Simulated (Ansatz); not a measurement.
Crystal: W.

```
W
1.0
     0.00000    2.03000    2.03000
     2.03000    0.00000    2.03000
     2.03000    2.03000    0.00000
W
1
Direct
  0.00000 0.00000 0.00000
```

This isn't the form of W at room conditions, which is bcc.

| Item | Value |
| --- | --- |
| Program | Ansatz 0.2.0 |
| Task | relaxation of cell and atoms |
| Functional | r2SCAN |
| Dispersion | rVV10 |
| Potentials or basis | Ansatz PAW |
| Cutoff | 500 eV (not typed: the program's choice for these potentials) |
| k mesh | 11 × 11 × 11 |
| Occupations | fermi-dirac, width 0.05 eV |
| Spin | no spin polarisation |

At the start: volume 16.73 Å³/atom.

How do energy, volume and symmetry change on relaxing?

It ends after 5 steps and the volume is 16.06 Å³/atom (-4.0 %); space group Fm-3m (No. 225, to 0.05 Å).

The path:
| step | energy change (eV) | largest force (eV/Å) | volume (Å³) |
| --- | --- | --- | --- |
| 1 | 0.0000 | 0.0000 | 16.73 |
| 2 | -0.0244 | 0.0000 | 16.18 |
| 3 | -0.0253 | 0.0000 | 16.06 |
| 4 | -0.0253 | 0.0000 | 16.06 |
| 5 | -0.0249 | 0.0000 | 16.06 |

Final structure:
```yaml
crystal:
  lattice:
    - [0.00000, 2.00270, 2.00270]
    - [2.00270, 0.00000, 2.00270]
    - [2.00270, 2.00270, 0.00000]
  atoms:
    - { symbol: W, position: [0.00000, 0.00000, 0.00000] }
```

Caveat: the plane-wave basis is chosen anew once the cell has moved, so the energies of steps on either side of that aren't comparable; the PAW data sets come from PBE, with cores solved anew for the run's functional, which leaves a small shift of forces and pressure.
